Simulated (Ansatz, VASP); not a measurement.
# Two plane-wave programs on ZrC

File INCAR:

```
SYSTEM = ZrC
  PREC = Accurate
  ENCUT = 520
  EDIFF = 1E-6
  ISMEAR = 0
  SIGMA = 0.15
  LREAL = .False.
  LASPH = .True.
  NELM = 60
  ALGO = Normal
  ISIF = 2
  LWAVE = .False.
  LCHARG = .True.
  GGA = PS
  LELF = .True.
  LVHAR = .True.
  NBANDS = 15
```

The input KPOINTS:

```
Automatic mesh
0
Gamma
  18 18 18
  0 0 0
```

Contents of POSCAR:

```
ZrC
1.0
    0.0000000000      2.3502100000      2.3149568500
    2.3502100000      0.0000000000      2.3149568500
    2.3502100000      2.3502100000      0.0000000000
Zr C
1 1
Direct
    0.5000000000      0.5000000000      0.5000000000
    0.0000000000      0.0000000000      0.0000000000
```

Input for Ansatz:

```yaml
crystal:
  lattice:
    - [0.0, 2.35021, 2.31495685]
    - [2.35021, 0.0, 2.31495685]
    - [2.35021, 2.35021, 0.0]
  atoms:
    - { symbol: Zr, position: [0.5, 0.5, 0.5] }
    - { symbol: C, position: [0.0, 0.0, 0.0] }
basis:
  ecutwfc: 420
kpoints:
  mp_grid: { grid: [18, 18, 18] }
hamiltonian:
  xc: pbesol
scf:
  occupations: { method: gaussian, width: 0.15 }
output:
  forces: true
  stress: true
  eigenvalues: true
```

Change from the starting cell: strain +0.000 along x and y, -0.015 along z, atoms carried along.

Alike in both runs: task single point; functional PBEsol; k mesh 18 × 18 × 18; occupations gaussian, width 0.15 eV; no spin polarisation.

```csv
,VASP,Ansatz
version,VASP 6.6.1,Ansatz 0.2.0
potentials or method,"VASP PAW PBE potentials, release 64 (Zr_sv, C)","scalar-relativistic, plane waves, PAW"
plane-wave cutoff (eV),520,420
valence electrons in the cell,16,16
```

```tsv
	VASP	Ansatz	Ansatz less VASP
gap on the k mesh at the Fermi level (eV)	none	none	-
pressure (GPa)	-0.7	-1.1	-0.38
largest component of the traceless stress (GPa)	3.94	3.91	-0.027
```

A gap of «none» marks a metal or a gap that the smearing closes. With one functional, cell and mesh, what is left measures potentials, basis and numerics.

Caveats: the PAW data sets were made with another functional, which shifts forces and pressure a little (VASP).
